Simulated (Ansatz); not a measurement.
# BN under changes of volume

One of the cells (5.959 Å³/atom); the others are scaled copies at fixed shape and fractional positions:

```
N B
1.0
     0.00000    1.81300    1.81300
     1.81300    0.00000    1.81300
     1.81300    1.81300    0.00000
N B
1 1
Cartesian
  0.9065 0.9065 0.9065
  0.0000 0.0000 0.0000
```

The cell is a database's computed one.

- Program: Ansatz 0.2.0
- Functional: PBE
- Potentials or basis: Ansatz PAW
- Cutoff: 420 eV (not typed: the program's choice for these potentials)
- k mesh: 13 × 13 × 13
- Occupations: fermi-dirac, width 0.05 eV
- Spin: no spin polarisation

```tsv
volume (Å³/atom)	energy over the lowest point (meV/atom)	pressure (GPa)	gap on the mesh (eV)
5.602	26.43	25.2	4.60
5.721	11.14	15.9	4.58
5.840	2.55	7.4	4.56
5.959	0.00	-0.4	4.54
6.078	3.03	-7.5	4.51
6.198	?	?	?
6.317	23.54	-19.7	4.46
```

What does the run at 6.198 Å³/atom give?

Energy over the lowest point 10.99 meV/atom; pressure -13.9 GPa; gap on the mesh 4.49 eV.

Worked out: A Birch-Murnaghan fit of order 3 (a polynomial in V^(-2/3)) to the other rows has its minimum at 5.95 Å³/atom with B0 = V·E''(V) = 372 GPa and B' = 4.0. It gives 11.05 meV/atom at 6.198 Å³/atom, against the run's 10.99, and -dE/dV = -13.9 GPa, against -13.9. A straight line through the other rows of the gap, of slope -1.17 eV per unit of ln V, gives 4.49 eV, against the run's 4.49.

Energies are extrapolated to zero smearing.

Caveats: odd divisions of the mesh miss points on the zone boundary, where band edges often lie, so the gap on the mesh can be too wide.

A mesh can miss the band edges.
